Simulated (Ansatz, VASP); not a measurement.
# SiC214 in two plane-wave programs

Aim: how closely do two programs agree when they are given the same cell, functional and k mesh? The cell is taken from a series of runs on this material, whose earlier steps may have relaxed, scaled, displaced or heated it; both programs get it as it stands.

Program: Ansatz 0.2.0. Level of theory: plane waves, with VASP 6.6.1 beside it; single point at PBE. Results are calculated unless marked as measured.

## 1. Set-up

The cell holds 215 atoms: 214 C and 1 Si. Cell: a = 10.715 Å, b = 10.715 Å, c = 10.715 Å, α = 90.0°, β = 90.0°, γ = 90.0°. It derives from C (C (Fd-3m)). Nearest the centre at fractional (0.375, 0.375, 0.375): Si215 at 0.00 Å, C31 at 1.99 Å, C107 at 1.99 Å, C105 at 1.99 Å, C78 at 1.99 Å, C16 at 1.99 Å, C106 at 1.99 Å, C98 at 2.68 Å.

## 2. Ansatz: single point, PBE

Ansatz runs on its default PAW (the set named soft_2) files.

With cell and atoms fixed, the geometry can't cause a difference; cores, projectors, grids and the points listed under the comparison can.

input.yaml

```yaml
crystal:
  lattice:
    - [10.71468701, 0.0, 0.0]
    - [0.0, 10.71468701, 0.0]
    - [0.0, 0.0, 10.71468701]
  atoms:
    - { symbol: C, position: [0.00066365613, 0.00047072795, 0.00072388081] }
    - { symbol: C, position: [0.0017473687, 0.16760632621, 0.16785917634] }
    - { symbol: C, position: [0.16779930855, 0.00155585124, 0.1678589539] }
    - { symbol: C, position: [0.16779902615, 0.16760654017, 0.00180791313] }
    - { symbol: C, position: [0.08440264912, 0.08421042188, 0.08446214273] }
    - { symbol: C, position: [0.08564340245, 0.25171748141, 0.25196953079] }
    - { symbol: C, position: [0.25191110411, 0.08545034926, 0.25197073855] }
    - { symbol: C, position: [0.25190963137, 0.25171814963, 0.08570296674] }
    - { symbol: C, position: [0.00080866211, 0.00061604067, 0.33391007904] }
    - { symbol: C, position: [-0.00010011675, 0.16654032367, 0.50092983398] }
    - { symbol: C, position: [0.16673311405, -0.00029291285, 0.50093027671] }
    - { symbol: C, position: [0.16982794699, 0.16963481868, 0.33599570103] }
    - { symbol: C, position: [0.08409000705, 0.08389682557, 0.41790067155] }
    - { symbol: C, position: [0.0814269536, 0.24949566777, 0.58562689778] }
    - { symbol: C, position: [0.24968823976, 0.08123377739, 0.58562873844] }
    - { symbol: C, position: [0.24907482499, 0.24888275762, 0.42712137741] }
    - { symbol: C, position: [1.820245e-05, -0.00017456683, 0.66729957039] }
    - { symbol: C, position: [0.00035555619, 0.16668280063, 0.83432082193] }
    - { symbol: C, position: [0.1668751789, 0.0001635732, 0.83432097469] }
    - { symbol: C, position: [0.16637104719, 0.16617831656, 0.6679195927] }
    - { symbol: C, position: [0.0832605348, 0.08306839715, 0.75109766539] }
    - { symbol: C, position: [0.08395935854, 0.25024264586, 0.91785798063] }
    - { symbol: C, position: [0.25043511969, 0.0837673775, 0.91785834244] }
    - { symbol: C, position: [0.24983191687, 0.24964007108, 0.75087895606] }
    - { symbol: C, position: [0.00080918808, 0.33365772251, 0.00086908648] }
    - { symbol: C, position: [-0.00010062421, 0.50067719032, 0.16679216462] }
    - { symbol: C, position: [0.16982568742, 0.33574273766, 0.16988549363] }
    - { symbol: C, position: [0.16673229216, 0.50067755827, -4.148357e-05] }
    - { symbol: C, position: [0.08409074891, 0.41764673333, 0.08415013759] }
    - { symbol: C, position: [0.0814267125, 0.5853743919, 0.24974879635] }
    - { symbol: C, position: [0.24907719076, 0.42686730529, 0.24913726632] }
    - { symbol: C, position: [0.24968899734, 0.58537492389, 0.08148607264] }
    - { symbol: C, position: [0.00055230418, 0.33382104724, 0.33407300118] }
    - { symbol: C, position: [-0.00065995875, 0.50013680536, 0.50038995947] }
    - { symbol: C, position: [0.16441978719, 0.33299468091, 0.50383708413] }
    - { symbol: C, position: [0.16441961213, 0.50358561957, 0.33324811299] }
    - { symbol: C, position: [0.0828151137, 0.41711452223, 0.4173671243] }
    - { symbol: C, position: [0.08230095608, 0.58359772642, 0.58385150278] }
    - { symbol: C, position: [0.24637893561, 0.41678564099, 0.58579952998] }
    - { symbol: C, position: [0.24638059444, 0.58554759938, 0.41703870172] }
    - { symbol: C, position: [-0.00104009734, 0.33318602832, 0.6679858088] }
    - { symbol: C, position: [-0.00065352803, 0.50011521669, 0.83378834679] }
    - { symbol: C, position: [0.16659925329, 0.33334218135, 0.83420041367] }
    - { symbol: C, position: [0.16459107055, 0.50027572406, 0.66879673492] }
    - { symbol: C, position: [0.08223375491, 0.41659067061, 0.75126086815] }
    - { symbol: C, position: [0.08296000979, 0.58362255002, 0.9166437685] }
    - { symbol: C, position: [0.2501214012, 0.4168345568, 0.916980321] }
    - { symbol: C, position: [0.24929006571, 0.58323430333, 0.75031946698] }
    - { symbol: C, position: [1.877078e-05, 0.66704583004, 7.856369e-05] }
    - { symbol: C, position: [0.00035609863, 0.83406715443, 0.1669357538] }
    - { symbol: C, position: [0.16637071608, 0.66766734665, 0.16643060316] }
    - { symbol: C, position: [0.16687529515, 0.83406760077, 0.00041601288] }
    - { symbol: C, position: [0.08326109986, 0.7508445379, 0.08332127875] }
    - { symbol: C, position: [0.08395923887, 0.91760505397, 0.25049457905] }
    - { symbol: C, position: [0.2498328653, 0.750626151, 0.24989239078] }
    - { symbol: C, position: [0.25043486235, 0.91760531229, 0.08401924024] }
    - { symbol: C, position: [-0.00103896619, 0.66773275074, 0.33343927815] }
    - { symbol: C, position: [-0.00065327319, 0.83353567172, 0.50036830545] }
    - { symbol: C, position: [0.16459165074, 0.66854323634, 0.50053003808] }
    - { symbol: C, position: [0.16659997365, 0.83394806723, 0.33359501873] }
    - { symbol: C, position: [0.08223475618, 0.75100785363, 0.41684393021] }
    - { symbol: C, position: [0.08296003261, 0.91639084548, 0.58387567451] }
    - { symbol: C, position: [0.24929053018, 0.75006698594, 0.58348746833] }
[... 36 lines left out ...]
    - { symbol: C, position: [0.50377788258, 0.33299546738, 0.16448057793] }
    - { symbol: C, position: [0.50032991414, 0.50013803635, -0.00060000322] }
    - { symbol: C, position: [0.41730679805, 0.41711579182, 0.08287506548] }
    - { symbol: C, position: [0.41697881095, 0.58554751732, 0.24644153055] }
    - { symbol: C, position: [0.58574097795, 0.41678599807, 0.24644045762] }
    - { symbol: C, position: [0.58379191589, 0.58359898359, 0.08236097979] }
    - { symbol: C, position: [0.32309947206, 0.50089218139, 0.50114623794] }
    - { symbol: C, position: [0.50108721058, 0.3229070778, 0.50114782356] }
    - { symbol: C, position: [0.50108557465, 0.50089107814, 0.3231617184] }
    - { symbol: C, position: [0.41422612642, 0.58014258004, 0.58039563677] }
    - { symbol: C, position: [0.58033334546, 0.4140348774, 0.58039364126] }
    - { symbol: C, position: [0.58033866543, 0.5801449258, 0.41428628925] }
    - { symbol: C, position: [0.33285095836, 0.33266028198, 0.66739981613] }
    - { symbol: C, position: [0.33313393831, 0.49984586166, 0.83329536456] }
    - { symbol: C, position: [0.50003715958, 0.33294219902, 0.83329471234] }
    - { symbol: C, position: [0.498251105, 0.49805956808, 0.66457838126] }
    - { symbol: C, position: [0.41614584304, 0.41595475935, 0.74966523351] }
    - { symbol: C, position: [0.41662624622, 0.58336897636, 0.91607756039] }
    - { symbol: C, position: [0.58356090251, 0.41643380337, 0.91607793495] }
    - { symbol: C, position: [0.58236220239, 0.58216959905, 0.74847554785] }
    - { symbol: C, position: [0.3333793307, 0.66773392606, -0.00097940825] }
    - { symbol: C, position: [0.33353500045, 0.83394839212, 0.16665961243] }
    - { symbol: C, position: [0.50047026169, 0.66854428807, 0.16465218056] }
    - { symbol: C, position: [0.50030848576, 0.83353682811, -0.00059254001] }
    - { symbol: C, position: [0.4167842672, 0.75100835662, 0.08229469827] }
    - { symbol: C, position: [0.41702752201, 0.91672804878, 0.25018244003] }
    - { symbol: C, position: [0.58342821644, 0.75006770645, 0.24935080909] }
    - { symbol: C, position: [0.5838160665, 0.91639165021, 0.0830206086] }
    - { symbol: C, position: [0.33285283538, 0.66714818594, 0.33291262681] }
    - { symbol: C, position: [0.33313451835, 0.83304204889, 0.50009875697] }
    - { symbol: C, position: [0.49825250924, 0.66432467233, 0.49831193176] }
    - { symbol: C, position: [0.5000389694, 0.83304278304, 0.33319439581] }
    - { symbol: C, position: [0.41614809714, 0.74941392797, 0.41620814854] }
    - { symbol: C, position: [0.41662563875, 0.91582536827, 0.58362198396] }
    - { symbol: C, position: [0.58236176258, 0.74822268041, 0.58242199974] }
    - { symbol: C, position: [0.58356162462, 0.91582522319, 0.41668599026] }
    - { symbol: C, position: [0.33232370017, 0.66587289886, 0.66612684217] }
    - { symbol: C, position: [0.33323827445, 0.83318473663, 0.83343775397] }
    - { symbol: C, position: [0.49972705594, 0.66601004512, 0.83242269304] }
    - { symbol: C, position: [0.4997259118, 0.83216865154, 0.66626183621] }
    - { symbol: C, position: [0.41630959339, 0.74915802164, 0.74941057278] }
    - { symbol: C, position: [0.41692371148, 0.91659069176, 0.91684340499] }
    - { symbol: C, position: [0.58328597972, 0.7496129853, 0.91596191458] }
    - { symbol: C, position: [0.58328555871, 0.91570817068, 0.7498653629] }
    - { symbol: C, position: [0.66723919981, -0.00017402901, 7.900922e-05] }
    - { symbol: C, position: [0.66785994352, 0.16617831375, 0.16643128957] }
    - { symbol: C, position: [0.83426081022, 0.00016316611, 0.16693540776] }
    - { symbol: C, position: [0.8342601254, 0.16668315445, 0.00041603421] }
    - { symbol: C, position: [0.75103778664, 0.08306862428, 0.08332095647] }
    - { symbol: C, position: [0.75081900731, 0.24963987276, 0.24989190378] }
    - { symbol: C, position: [0.9177982045, 0.08376654801, 0.25049498746] }
    - { symbol: C, position: [0.91779825953, 0.25024299558, 0.08401900208] }
    - { symbol: C, position: [0.66792686766, -0.00123291437, 0.33343910516] }
    - { symbol: C, position: [0.66873577273, 0.16439870852, 0.50052924131] }
    - { symbol: C, position: [0.83372873291, -0.00084645092, 0.50036844738] }
    - { symbol: C, position: [0.83414098894, 0.16640670151, 0.33359476667] }
    - { symbol: C, position: [0.75120188307, 0.08204136866, 0.41684374211] }
    - { symbol: C, position: [0.75025836522, 0.24909826706, 0.58348606831] }
    - { symbol: C, position: [0.91658340757, 0.08276712243, 0.58387517322] }
    - { symbol: C, position: [0.91692135145, 0.24992964722, 0.41708673929] }
    - { symbol: C, position: [0.66689958134, -0.00106821219, 0.66695981981] }
    - { symbol: C, position: [0.6671991632, 0.16615460692, 0.83363468166] }
    - { symbol: C, position: [0.83363769585, -0.00022280597, 0.83369835554] }
    - { symbol: C, position: [0.83357389696, 0.16615445007, 0.66725958009] }
    - { symbol: C, position: [0.75014175187, 0.08272970821, 0.75020211779] }
    - { symbol: C, position: [0.75081395393, 0.2496596242, 0.91649214374] }
    - { symbol: C, position: [0.91717200421, 0.08327978752, 0.9172324371] }
    - { symbol: C, position: [0.9164317613, 0.24965925958, 0.75087400441] }
    - { symbol: C, position: [0.66792580391, 0.33318690601, -0.0009799437] }
    - { symbol: C, position: [0.66873746392, 0.50027713695, 0.16465107554] }
    - { symbol: C, position: [0.83414030873, 0.33334270693, 0.16665921862] }
    - { symbol: C, position: [0.83372896572, 0.50011590193, -0.00059359089] }
    - { symbol: C, position: [0.75120097467, 0.4165918125, 0.08229384655] }
    - { symbol: C, position: [0.75026060848, 0.5832349355, 0.24935029108] }
    - { symbol: C, position: [0.91692088164, 0.41683425803, 0.2501813006] }
    - { symbol: C, position: [0.91658434337, 0.58362295585, 0.0830204825] }
    - { symbol: C, position: [0.66734059873, 0.33266008941, 0.33291228088] }
    - { symbol: C, position: [0.66451834933, 0.49805890551, 0.49831109727] }
    - { symbol: C, position: [0.83323532313, 0.33294150119, 0.50009769615] }
    - { symbol: C, position: [0.83323594564, 0.49984553506, 0.33319397437] }
    - { symbol: C, position: [0.74960645421, 0.41595440644, 0.41620667512] }
    - { symbol: C, position: [0.74841592313, 0.58216904931, 0.58242258519] }
    - { symbol: C, position: [0.91601748459, 0.41643294332, 0.58362132352] }
    - { symbol: C, position: [0.91601834822, 0.58336796017, 0.41668588638] }
    - { symbol: C, position: [0.66606593741, 0.33213037484, 0.6661263636] }
    - { symbol: C, position: [0.66620242006, 0.49953433997, 0.83242251389] }
    - { symbol: C, position: [0.83337716997, 0.33304584661, 0.83343727304] }
    - { symbol: C, position: [0.83236261447, 0.49953332729, 0.66626253807] }
    - { symbol: C, position: [0.74935024268, 0.41611745303, 0.749410391] }
    - { symbol: C, position: [0.74980540029, 0.5830937466, 0.91596124757] }
    - { symbol: C, position: [0.91678340808, 0.4167316957, 0.91684267292] }
    - { symbol: C, position: [0.91590089943, 0.58309302445, 0.74986544987] }
    - { symbol: C, position: [0.66690033684, 0.66670749172, -0.00081437111] }
    - { symbol: C, position: [0.66720007127, 0.83338219123, 0.16640723041] }
    - { symbol: C, position: [0.83357500211, 0.66700656711, 0.16640733124] }
    - { symbol: C, position: [0.83363807377, 0.83344460793, 3.049783e-05] }
    - { symbol: C, position: [0.75014253965, 0.74994924253, 0.08298328734] }
    - { symbol: C, position: [0.75081471496, 0.91623994966, 0.24991147625] }
    - { symbol: C, position: [0.91643285005, 0.75062097478, 0.24991198553] }
    - { symbol: C, position: [0.91717249634, 0.91697950724, 0.08353226569] }
    - { symbol: C, position: [0.66606724259, 0.66587349837, 0.33238380268] }
    - { symbol: C, position: [0.66620223775, 0.83216865564, 0.49978612509] }
    - { symbol: C, position: [0.83236255429, 0.66600912866, 0.49978640432] }
    - { symbol: C, position: [0.83337744815, 0.83318425825, 0.333297944] }
    - { symbol: C, position: [0.74935111453, 0.74915795268, 0.4163697361] }
    - { symbol: C, position: [0.74980483099, 0.91570763905, 0.58334568841] }
    - { symbol: C, position: [0.91590137967, 0.74961175492, 0.58334576667] }
    - { symbol: C, position: [0.91678285316, 0.91658961945, 0.41698366713] }
    - { symbol: C, position: [0.66576184181, 0.66556891614, 0.66582105254] }
    - { symbol: C, position: [0.66668967317, 0.83279741717, 0.83305056314] }
    - { symbol: C, position: [0.83299051242, 0.66649697035, 0.83305027789] }
    - { symbol: C, position: [0.83299004273, 0.83279691004, 0.66674986432] }
    - { symbol: C, position: [0.74949867561, 0.7493057412, 0.74955924936] }
    - { symbol: C, position: [0.75019220649, 0.91633085687, 0.91658405576] }
    - { symbol: C, position: [0.91652346529, 0.74999943345, 0.91658400994] }
    - { symbol: C, position: [0.91652323906, 0.91633051859, 0.75025250106] }
    - { symbol: Si, position: [0.37508759232, 0.37489497714, 0.37514738477] }
  host:
    repeats: [3, 3, 3]
    atoms:
      - { symbol: C, position: [0.0, 0.0, 0.0] }
      - { symbol: C, position: [0.0, 0.5, 0.5] }
      # ... 6 more atoms of the perfect host
basis:
  ecutwfc: 420
  xc_grid: 2
hamiltonian:
  xc: pbe
kpoints:
  mp_grid: { grid: [1, 1, 1] }
magnetization:
  spin_polarized: true
  initial_magnetization: 2
  spin_locking: { lock_magnetization: hard }
scf:
  occupations: { method: fermi_dirac, width: 0.01 }
  max_iter: 60
  n_extra_bands: 16
  lower_state_search: "off"
output:
  forces: true
checkpoint:
  read: "../exc.ground.q0_M2.run"
  write: "../exc0_q0_M2.ground.lm0.25.run"
  compress: false
  write_wavefunctions: false
  write_every: 100000
```

Started as:

```sh
ansatz run input.yaml --threads 12 --pin off --max-ram 56524MiB --backend cuda --events-out ev --progress --plain --runs-dir out
```

Log:

```text
Warning: the atoms were moved onto the symmetric positions of the space group found under crystal.symmetry.tolerance 1.0e-5 (fractional; no operation is sought that the atoms, as they stand in a round [...]
Warning: at least one further symmetry operation maps every atom of the structure, as the run holds it, onto an atom to within 2.45e-5 (fractional), and is not used: no operation is sought that the at [...]
Warning: the band count 447 (scf.n_extra_bands) hosts the net moment |M| = 2.0000 μB (N_el = 860) but caps the reachable moment at 2·n_bands − N_el = 34.0000 μB, below the 646 bands that the automatic [...]
Warning: checkpoint.read: the run can stay near the saved state's solution: 215 site(s) moved relative to the saved geometry (max |Δs| = 1.738e-4 fractional); the SCF starts from the saved state under [...]
[...]
SCF 1 converged in 5 iterations: F = -54301.562997 eV  dr2 = 4.40e-9
[...]
SCF converged after 5 iterations
[...]
```

(Part 1 of 2 ends here.)

[Lines on the potential files, build, host, timing and source positions are cut from VASP's logs without a mark.]

[Logs are printed without paths, hosts, clocks, repeated set-up lines and the standing remarks that a program may print on its own settings, such as how far it seeks lower states.]

[Hosts, paths, dates, database ids (printed as entryN), source tags and the programs' standing remarks are cut or masked in the printed files.]
